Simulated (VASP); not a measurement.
Crystal: Si.

```
Si
1.0
    -3.31800    3.31800    3.31800
     3.31800   -3.31800    3.31800
     3.31800    3.31800   -3.31800
Si
8
Direct
  0.20060 0.20060 0.20060
  0.50000 0.00000 0.29940
  0.29940 0.50000 0.00000
  0.00000 0.29940 0.50000
  0.79940 0.79940 0.79940
  0.50000 0.00000 0.70060
  0.70060 0.50000 0.00000
  0.00000 0.70060 0.50000
```

This isn't the form of Si at room conditions, which is diamond.

```yaml
Program: VASP 6.6.1
Task: relaxation of cell and atoms
Functional: PBEsol
Potentials_or_basis: VASP PAW PBE potentials, release 64 (Si)
Cutoff: 600 eV
k_mesh: 8 × 8 × 8
Occupations: methfessel-paxton, width 0.1 eV
Spin: no spin polarisation
```

At the start: pressure -0.5 GPa; volume 18.26 Å³/atom.

**Question.** How do energy, volume and symmetry change on relaxing?

**Answer.** Over 6 steps the energy falls by 3.7 meV/atom and the volume is 18.01 Å³/atom (-1.4 %); space group Ia-3 (No. 206, to 0.05 Å).

The path:
```csv
step,energy change (eV),largest force (eV/Å),pressure (GPa),volume (Å³)
1,0.0000,0.2963,-0.46,146.11
2,-0.0251,0.1012,-0.32,145.01
3,-0.0293,0.0251,-0.19,144.25
4,-0.0293,0.0126,-0.21,144.33
5,-0.0294,0.0103,0.21,143.76
6,-0.0295,0.0009,0.01,144.04
```

Final structure:
```
CELL_PARAMETERS angstrom
-3.30224 3.30224 3.30224
3.30224 -3.30224 3.30224
3.30224 3.30224 -3.30224
ATOMIC_POSITIONS crystal
Si 0.20461 0.20461 0.20461
Si 0.50000 0.00000 0.29539
Si 0.29539 0.50000 0.00000
Si 0.00000 0.29539 0.50000
Si 0.79539 0.79539 0.79539
Si 0.50000 0.00000 0.70461
Si 0.70461 0.50000 0.00000
Si 0.00000 0.70461 0.50000
```

Caveat: the PAW data sets were made with another functional, which shifts forces and pressure a little.
